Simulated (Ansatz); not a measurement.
**SiC (F-43m), clamped-ion strain scan**

Method: Ansatz, DFT PBE, scalar-relativistic, plane waves, PAW. The runs took a 420 eV cutoff, a Γ-centred 12×12×12 mesh and Gaussian smearing (0.05 eV). No spin polarisation. Energies are free energies at this smearing, counted from the undisturbed cell; pressure is positive in compression.

The starting cell (as given, not relaxed at this level; it stands at 4.8 GPa):

```
Si C
1.0
     0.00000    2.17400    2.17400
     2.17400    0.00000    2.17400
     2.17400    2.17400    0.00000
Si C
1 1
Direct
  0.00000 0.00000 0.00000
  0.75000 0.75000 0.75000
```

The cell is strained by ε times the Voigt pattern (0, 0, 0, 0, 1, 0) (xx, yy, zz, yz, xz, xy; engineering shear) with fractional coordinates fixed.

| ε | ΔE (meV/atom) | stress summed along the pattern (GPa, tension positive) | pressure (GPa) | gap on the mesh (eV) |
| --- | --- | --- | --- | --- |
| -0.0600 | 32.6 | -16.80 | 5.9 | 1.04 |
| -0.0300 | 8.1 | -8.37 | 5.1 | 1.23 |
| 0.0000 | 0.0 | 0.00 | 4.8 | 1.35 |
| 0.0075 | 0.5 | 2.09 | 4.9 | 1.33 |
| 0.0150 | 2.0 | 4.18 | ? | ? |
| 0.0225 | 4.6 | 6.28 | 5.0 | 1.27 |
| 0.0375 | ? | 10.47 | 5.3 | ? |
| 0.0450 | 18.3 | 12.57 | 5.4 | 1.14 |
| 0.0525 | 24.9 | 14.68 | 5.6 | 1.09 |

By symmetry 0.0600 repeats -0.0600, -0.0450 repeats 0.0450, 0.0300 repeats -0.0300, -0.0150 repeats 0.0150 in energy, with the opposite slope along the path.

Problem. Give the withheld values.

Solution. pressure (GPa) at ε = 0.0150: 4.9; gap on the mesh (eV) at ε = 0.0150: 1.30; ΔE (meV/atom) at ε = 0.0375: 12.7; gap on the mesh (eV) at ε = 0.0375: 1.19.